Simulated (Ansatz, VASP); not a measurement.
One calculation of Rh, two programs

```
CELL_PARAMETERS angstrom
-1.54632 1.54632 1.54632
1.54632 -1.54632 1.54632
1.54632 1.54632 -1.54632
ATOMIC_POSITIONS crystal
Rh 0.00000 0.00000 0.00000
```

Alike in both runs: functional RPBE; k mesh 15 × 15 × 15; occupations fermi-dirac, width 0.1 eV; no spin polarisation.

Ansatz relaxed the structure, and its values are those at the end. VASP's run is a single point on that final structure, the one shown.

|  | VASP | Ansatz |
| --- | --- | --- |
| version | VASP 6.6.1 | Ansatz 0.2.0 |
| potentials or method | VASP PAW PBE potentials, release 64 (Rh_pv) | plane waves (420 eV) with PAW, scalar-relativistic |
| plane-wave cutoff (eV) | 520 | 420 |
| valence electrons in the cell | 15 | 17 |

|  | VASP | Ansatz | Ansatz less VASP |
| --- | --- | --- | --- |
| pressure (GPa) | 0.1 | 0.0 | -0.12 |

The two sets of potentials don't hold the same shells in valence.

Caveats: the PAW data sets were made with another functional, which shifts forces and pressure a little (VASP).
